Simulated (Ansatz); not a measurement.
# GaP: changing the share of exact exchange

It takes space group F-43m (No. 216, cubic). Conventional cell: a = 5.451 Å, b = 5.451 Å, c = 5.451 Å, α = 90.00°, β = 90.00°, γ = 90.00°. Ga (site symmetry -43m) has 4 P at 2.36 Å as nearest neighbours. P (site symmetry -43m) has 4 Ga at 2.36 Å as nearest neighbours.

Kept alike: task single point; k mesh 5 × 5 × 5; occupations fermi-dirac, width 0.05 eV; no spin polarisation. Program: Ansatz, Ansatz PAW, cutoff 500 eV. The mesh is that of the run's cell of 2 atoms. No spin-orbit coupling.

| run | pressure (GPa) |
| --- | --- |
| A | -1.57 |
| B | -0.21 |
| C | 0.16 |
| D | -1.08 |
| E | -0.74 |
| F | -0.39 |

Pressure is positive in compression, with a Pulay correction for the finite cutoff. All rows use potentials made for PBE. The mesh is thin for exact exchange.

Problem. The runs differ in the share of exact exchange alone: 0; 0.1; 0.15; 0.25; 0.35; 0.5. Which run is which?

Solution. Run A is 0.5; run B is 0.1; run C is 0; run D is 0.35; run E is 0.25; run F is 0.15. The pressure falls from 0.16 to -1.57 GPa between 0 and 0.5. Exact exchange shortens the bonds here, so the pressure at fixed cell falls.

The pressure falls at every step as the share of exact exchange rises, and almost in proportion to it, as expected when one energy term is mixed in linearly and the density responds only weakly. The likely cause is that nonlocal exchange draws in the Ga 3d shell and the valence density on P. This softens the Pauli repulsion between neighbours, so the balance with the covalent, partly ionic attraction moves to a shorter bond.

The sign changes between shares of 0 and 0.1, so the fixed cell is slightly compressed without exact exchange and stretched in all the other runs. As this cell is close to the measured one, 0.16 GPa is surprisingly small for a PBE parent, which normally overestimates the lattice constant of GaP and should be under clearly higher pressure here. This suggests a parent functional that gives tighter lattices, such as one designed for solids. A near-zero pressure doesn't single out the best share for the band gap, which depends on how screening weakens exchange.
